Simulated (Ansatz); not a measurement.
# Residual resistivity of an alloy: Ru(0001) with 2 layers of random Ru-Os, 2x2

Wanted: resistance against the alloy's length, first Ru(0001) with 2 layers of random Ru-Os, 2x2.

Calculated with Ansatz 0.2.0; Ansatz plane-wave DFT, PBE, PAW files; ballistic transport by layer matching (Landauer), zero bias; PAW set soft_1.

This is a report of a sequence of runs, with most program output left out.

### 1. Set-up

The cell holds 48 atoms: 44 Ru and 4 Os. Cell: a = 5.412 Å, b = 5.412 Å, c = 25.691 Å, α = 90.0°, β = 90.0°, γ = 120.0°. It derives from Ru. Regions: lead, 40 atoms (40 Ru); scattering region, 8 atoms (4 Os and 4 Ru). The structure is stacked along c, and the current runs across the ab planes.

### 2. With 2 alloy layers

In 2 layers a share of 0.5 of the sites is given to Os at random. The layers about the cell's end stay perfect and serve as the lead. Disorder leaves little or no symmetry, which makes such runs dear. Energies from -0.05 to 0.05 eV in steps of 0.05 eV are too few for the program's thermal sum, so it prints no conductance; for a metal the transmission near the Fermi level serves, at a fraction of the cost.

Contents of input.yaml:

```yaml
crystal:
  lattice:
    - [5.4116, 0.0, 0.0]
    - [-2.7058, 4.6865830751, 0.0]
    - [0.0, 0.0, 25.6914]
  atoms:
    - { symbol: Ru, position: [0.1666666667, 0.3333333333, 0.0416666667] }
    - { symbol: Ru, position: [0.1666666667, 0.8333333333, 0.0416666667] }
    - { symbol: Ru, position: [0.6666666667, 0.3333333333, 0.0416666667] }
    - { symbol: Ru, position: [0.6666666667, 0.8333333333, 0.0416666667] }
    - { symbol: Ru, position: [0.3333333333, 0.1666666667, 0.125] }
    - { symbol: Ru, position: [0.3333333333, 0.6666666667, 0.125] }
    - { symbol: Ru, position: [0.8333333333, 0.1666666667, 0.125] }
    - { symbol: Ru, position: [0.8333333333, 0.6666666667, 0.125] }
[... 36 atom lines left out ...]
    - { symbol: Ru, position: [0.3333333333, 0.1666666667, 0.9583333333] }
    - { symbol: Ru, position: [0.3333333333, 0.6666666667, 0.9583333333] }
    - { symbol: Ru, position: [0.8333333333, 0.1666666667, 0.9583333333] }
    - { symbol: Ru, position: [0.8333333333, 0.6666666667, 0.9583333333] }
kpoints:
  mp_grid: { grid: [5, 5, 1] }
hamiltonian:
  xc: pbe
  pseudopotentials: { kind: paw, azcp: { folder: soft_1 } }
scf:
  occupations: { method: fermi_dirac, width: 0.1 }
output:
  transmission:
    leads: [[0, 8]]
    kmesh: [10, 10]
    e_range: [-0.05, 0.05]
    de: 0.05
  write_potential: true
  write_density: true
  volumetric_format: npy
```

On the command line:

```
> ansatz run input.yaml --threads 4 --pin off --max-ram 15360MiB --backend cpu --events-out ev --progress --plain --runs-dir out
```

The job ended after 4.5 min (4 threads of Intel Xeon Platinum 8488C (Sapphire Rapids), shared host; peak memory 6 GiB).

This step gave:

- free energy: -304208.0649 eV
- energy at zero smearing: -304207.3264 eV
- Fermi energy: 23.64 eV
- cell area: 25.36 Å²
- transmission per spin nearest the Fermi level: 4.985
- open channels per spin nearest the Fermi level: 5.16
- step of the lead's potential: 5.6 meV

Per spin. Table of transmission, zone mean by energy, zero at the Fermi level:

```
energy (eV)  transmission, zone mean
    -0.0500                     5.00
     0.0000                     4.98
     0.0500                     5.32
```

Per spin. The open channels, zone mean, lead by energy, zero at the Fermi level:

```
energy (eV)  open channels, zone mean, lead
    -0.0500                            5.16
     0.0000                            5.16
     0.0500                            5.64
```

Transmission over k1 and k2. At 0.0000 eV from the Fermi level.

Ten even steps from '_' (2.0) to '@' (11.6):
```
..::::::--::::..____
..::----------..____
..::--==**==--::..__
..::--**@@@@**--::..
--::--==@@@@@@==--::
....::--**@@@@**--::
..__..::--==**==--::
..____..----------::
..____..::::--::::::
--......::==::......
```
Columns: k1 (b1) from -0.5 to 0.4; rows upwards: k2 (b2) from -0.5 to 0.4.

Open channels over k1 and k2. At 0.0000 eV from the Fermi level.

Ten even steps from '0' (2.0) to '9' (12.0):
```
2233322101
1333333100
1335753311
2337997332
4235999532
2233799733
1113357533
1001333333
2101223332
4211242112
```
Columns: k1 (b1) from -0.5 to 0.4; rows upwards: k2 (b2) from -0.5 to 0.4.

Over the solved energies the transmission per spin lies between 4.98 and 5.32, out of 5.32 channels of the lead on average (up to 5.64).

### 3. With 6 alloy layers

In 6 layers a share of 0.5 of the sites is given to Os at random. A fresh draw is used; the growth of the resistance with length is what counts.

System of this step: Ru(0001) with 6 layers of random Ru-Os, 2x2. The cell holds 64 atoms: 52 Ru and 12 Os. Its edges and angles: a = 5.412 Å, b = 5.412 Å, c = 34.255 Å, α = 90.0°, β = 90.0°, γ = 120.0°. It derives from Ru. Regions: lead, 40 atoms (40 Ru); scattering region, 24 atoms (12 Ru and 12 Os). The structure is stacked along c, and the current runs across the ab planes.

Contents of input.yaml:

```yaml
crystal:
  lattice:
    - [5.4116, 0.0, 0.0]
    - [-2.7058, 4.6865830751, 0.0]
    - [0.0, 0.0, 34.2552]
  atoms:
    - { symbol: Ru, position: [0.1666666667, 0.3333333333, 0.03125] }
    - { symbol: Ru, position: [0.1666666667, 0.8333333333, 0.03125] }
    - { symbol: Ru, position: [0.6666666667, 0.3333333333, 0.03125] }
    - { symbol: Ru, position: [0.6666666667, 0.8333333333, 0.03125] }
    - { symbol: Ru, position: [0.3333333333, 0.1666666667, 0.09375] }
    - { symbol: Ru, position: [0.3333333333, 0.6666666667, 0.09375] }
    - { symbol: Ru, position: [0.8333333333, 0.1666666667, 0.09375] }
    - { symbol: Ru, position: [0.8333333333, 0.6666666667, 0.09375] }
[... 52 atom lines left out ...]
    - { symbol: Ru, position: [0.3333333333, 0.1666666667, 0.96875] }
    - { symbol: Ru, position: [0.3333333333, 0.6666666667, 0.96875] }
    - { symbol: Ru, position: [0.8333333333, 0.1666666667, 0.96875] }
    - { symbol: Ru, position: [0.8333333333, 0.6666666667, 0.96875] }
kpoints:
  mp_grid: { grid: [5, 5, 1] }
hamiltonian:
  xc: pbe
  pseudopotentials: { kind: paw, azcp: { folder: soft_1 } }
scf:
  occupations: { method: fermi_dirac, width: 0.1 }
output:
  transmission:
    leads: [[0, 8]]
    kmesh: [10, 10]
    e_range: [-0.05, 0.05]
    de: 0.05
  write_potential: true
  write_density: true
  volumetric_format: npy
```

Run time: 8.2 min. Hardware: 4 threads; peak memory 10 GiB; 30 min of CPU time.

Numbers from this step:

- free energy: -442325.2977 eV
- energy at zero smearing: -442324.3048 eV
- Fermi energy: 24.04 eV
- transmission per spin nearest the Fermi level: 4.770
- open channels per spin nearest the Fermi level: 5.28
- step of the lead's potential: 5.7 meV

Per spin. Table of transmission, zone mean by energy, zero at the Fermi level:

```
energy (eV)  transmission, zone mean
    -0.0500                     4.75
     0.0000                     4.77
     0.0500                     5.07
```

Over the solved energies the transmission per spin lies between 4.75 and 5.07, out of 5.48 channels of the lead on average (up to 6).

### 4. With 10 alloy layers

In 10 layers a share of 0.5 of the sites is given to Os at random. A fresh draw is used; the growth of the resistance with length is what counts.

System of this step: Ru(0001) with 10 layers of random Ru-Os, 2x2. The cell holds 80 atoms: 60 Ru and 20 Os. Its edges and angles: a = 5.412 Å, b = 5.412 Å, c = 42.819 Å, α = 90.0°, β = 90.0°, γ = 120.0°. It derives from Ru. Regions: lead, 40 atoms (40 Ru); scattering region, 40 atoms (20 Ru and 20 Os). The structure is stacked along c, and the current runs across the ab planes.

Contents of input.yaml:

```yaml
crystal:
  lattice:
    - [5.4116, 0.0, 0.0]
    - [-2.7058, 4.6865830751, 0.0]
    - [0.0, 0.0, 42.819]
  atoms:
    - { symbol: Ru, position: [0.1666666667, 0.3333333333, 0.025] }
    - { symbol: Ru, position: [0.1666666667, 0.8333333333, 0.025] }
    - { symbol: Ru, position: [0.6666666667, 0.3333333333, 0.025] }
    - { symbol: Ru, position: [0.6666666667, 0.8333333333, 0.025] }
    - { symbol: Ru, position: [0.3333333333, 0.1666666667, 0.075] }
    - { symbol: Ru, position: [0.3333333333, 0.6666666667, 0.075] }
    - { symbol: Ru, position: [0.8333333333, 0.1666666667, 0.075] }
    - { symbol: Ru, position: [0.8333333333, 0.6666666667, 0.075] }
[... 68 atom lines left out ...]
    - { symbol: Ru, position: [0.3333333333, 0.1666666667, 0.975] }
    - { symbol: Ru, position: [0.3333333333, 0.6666666667, 0.975] }
    - { symbol: Ru, position: [0.8333333333, 0.1666666667, 0.975] }
    - { symbol: Ru, position: [0.8333333333, 0.6666666667, 0.975] }
kpoints:
  mp_grid: { grid: [5, 5, 1] }
hamiltonian:
  xc: pbe
  pseudopotentials: { kind: paw, azcp: { folder: soft_1 } }
scf:
  occupations: { method: fermi_dirac, width: 0.1 }
output:
  transmission:
    leads: [[0, 8]]
    kmesh: [10, 10]
    e_range: [-0.05, 0.05]
    de: 0.05
  write_potential: true
  write_density: true
  volumetric_format: npy
```

It took 13 min on 4 threads; peak memory 8.6 GiB.

This step gave:

```
free energy                                   : -580442.3732 eV
energy at zero smearing                       : -580441.1746 eV
Fermi energy                                  : 24.26 eV
transmission per spin nearest the Fermi level : 4.483
step of the lead's potential                  : 5.8 meV
```

Per spin. Transmission, zone mean against energy, zero at the Fermi level:

```
energy (eV)  transmission, zone mean
    -0.0500                     4.59
     0.0000                     4.48
     0.0500                     4.51
```

Over the solved energies the transmission per spin lies between 4.48 and 4.59, out of 5.46 channels of the lead on average (up to 5.94).

### 5. Resistance against length

This step: Ansatz plane-wave DFT, PBE, PAW files; ballistic transport by layer matching (Landauer), zero bias; residual resistivity from the slope of the area resistance, atoms on the host's lattice; PAW set soft_1 (Ansatz 0.2.0).

Numbers from this step:

```
resistivity           : 5.644 µΩ cm
intercept             : 0.002660 fΩ m²
scatter about the fit : 4.73e-4 fΩ m²
```

Resistance, by row:

```
run  length (Å)      T  channels N  RA (fΩ m²)
 n2       4.282    5.1        5.32     0.02649
 n6       12.85  4.863        5.48     0.07584
n10       21.41  4.529        5.46      0.1232
```

Area resistance against length of the alloy:

```
length of the alloy (Å)  area resistance (fΩ m²)
                   4.28                   0.0265
                  12.85                   0.0758
                  21.41                    0.123
```

The area resistance goes from 0.026 to 0.12 fΩ m² between 4.3 and 21.4 Å, a slope of 5.6 µΩ cm.

By hand from the end points: (0.1232 − 0.02649) fΩ m² / (21.41 − 4.28) Å = 5.6 µΩ cm, since 1 fΩ m² per Å is 1000 µΩ cm.

### 6. Summary of results

```json
{
 "resistivity from the slope": "5.64 µΩ cm",
 "area resistance over 4.28 Å": "0.0265 fΩ m²",
 "area resistance over 12.8 Å": "0.0758 fΩ m²",
 "area resistance over 21.4 Å": "0.123 fΩ m²"
}
```

What this shows: The slope gives 5.6 µΩ cm. The points scatter by 4.7e-4 fΩ m² about the line, with one random draw a length in a 2x2 cell, so the slope is a rough value. The lead's own channel count moves between the runs (5.32, 5.48 and 5.46), which shifts RA and the slope too. Read with a model of isotropic scattering on a spherical Fermi surface and the lead's 1.6×10¹⁵ S/m², this slope means a mean free path near 94 Å (a rough figure, since the alloy's own channel count differs); over these lengths the model's slope is 1.15 times its bulk resistivity, which would be 4.9 µΩ cm. The atoms sit on the host's lattice, so scattering by size misfit is left out. Spin-orbit coupling is left out, which matters for Os.

[Logs are printed without paths, hosts, clocks, repeated set-up lines and the standing remarks that a program may print on its own settings, such as how far it seeks lower states.]

[Hosts, paths, dates, database ids (printed as entryN), source tags and the programs' standing remarks are cut or masked in the printed files.]
